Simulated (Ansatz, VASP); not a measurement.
**One calculation of NaI, two programs**

Contents of INCAR:

```
PREC = Accurate ; ENCUT = 550
EDIFF = 1E-6 ; ISMEAR = -1
SIGMA = 0.05 ; LREAL = False
LASPH = True ; NELM = 100
ALGO = Normal ; ISIF = 2
LWAVE = False ; LCHARG = False
GGA = PE ; NBANDS = 15
```

The input KPOINTS:

```
regular mesh
0
Gamma
  7 7 7
```

File POSCAR:

```
NaI
1.0
    0.0000000000      3.2364000000      3.2364000000
    3.2364000000      0.0000000000      3.2364000000
    3.2364000000      3.2364000000      0.0000000000
I Na
1 1
Direct
    0.5000000000      0.5000000000      0.5000000000
    0.0000000000      0.0000000000      0.0000000000
```

File KPOINTS_OPT:

```
path GXWKGLUWLK,UX
20
line-mode
reciprocal
 0.0000000000  0.0000000000  0.0000000000  G
 0.5000000000  0.0000000000  0.5000000000  X

 0.5000000000  0.0000000000  0.5000000000  X
 0.5000000000  0.2500000000  0.7500000000  W

 0.5000000000  0.2500000000  0.7500000000  W
 0.3750000000  0.3750000000  0.7500000000  K

 0.3750000000  0.3750000000  0.7500000000  K
 0.0000000000  0.0000000000  0.0000000000  G

 0.0000000000  0.0000000000  0.0000000000  G
 0.5000000000  0.5000000000  0.5000000000  L

 0.5000000000  0.5000000000  0.5000000000  L
 0.6250000000  0.2500000000  0.6250000000  U

 0.6250000000  0.2500000000  0.6250000000  U
 0.5000000000  0.2500000000  0.7500000000  W

 0.5000000000  0.2500000000  0.7500000000  W
 0.5000000000  0.5000000000  0.5000000000  L

 0.5000000000  0.5000000000  0.5000000000  L
 0.3750000000  0.3750000000  0.7500000000  K

 0.6250000000  0.2500000000  0.6250000000  U
 0.5000000000  0.0000000000  0.5000000000  X
```

Contents of input.yaml:

```yaml
crystal:
  lattice:
    - [0.0, 3.2364, 3.2364]
    - [3.2364, 0.0, 3.2364]
    - [3.2364, 3.2364, 0.0]
  atoms:
    - { symbol: I, position: [0.5, 0.5, 0.5] }
    - { symbol: Na, position: [0.0, 0.0, 0.0] }
hamiltonian:
  xc: pbe
  pseudopotentials: { kind: paw }
kpoints:
  mp_grid: { grid: [7, 7, 7] }
  band_path:
    path:
      - [[0.0, 0.0, 0.0], [0.5, 0.0, 0.5], [0.5, 0.25, 0.75], [0.375, 0.375, 0.75], [0.0, 0.0, 0.0], [0.5, 0.5, 0.5], [0.625, 0.25, 0.625], [0.5, 0.25, 0.75], [0.5, 0.5, 0.5], [0.375, 0.375, 0.75]]
      - [[0.625, 0.25, 0.625], [0.5, 0.0, 0.5]]
    npoints: 14
scf:
  occupations: { method: fermi_dirac, width: 0.05 }
  n_extra_bands: 6
output:
  forces: true
  stress: true
  eigenvalues: true
  fatbands: false
```

Alike in both runs: task band structure; functional PBE; k mesh 7 × 7 × 7; occupations fermi-dirac, width 0.05 eV; no spin polarisation.

|  | VASP | Ansatz |
| --- | --- | --- |
| version | VASP 6.6.1 | Ansatz 0.2.0 |
| potentials or method | VASP PAW PBE potentials, release 64 (I_GW, Na_sv_GW) | Ansatz PAW |
| plane-wave cutoff (eV) | 550 | 420 |
| valence electrons in the cell | 16 | 26 |

```tsv
	VASP	Ansatz	Ansatz less VASP
gap on the k mesh at the Fermi level (eV)	3.64	3.64	+0.008
least direct gap on the mesh (eV)	3.64	3.64	+0.008
gap along the band path (eV)	3.64	3.64	+0.008
pressure (GPa)	0.2	0.4	+0.24
```

The functional is the same, so the differences come from potentials, cutoffs and numerics. The two sets of potentials don't hold the same shells in valence.

Caveats: spin-orbit coupling is left out, which moves the levels of the heavy elements. As with any semilocal functional, this PBE gap is likely too small.
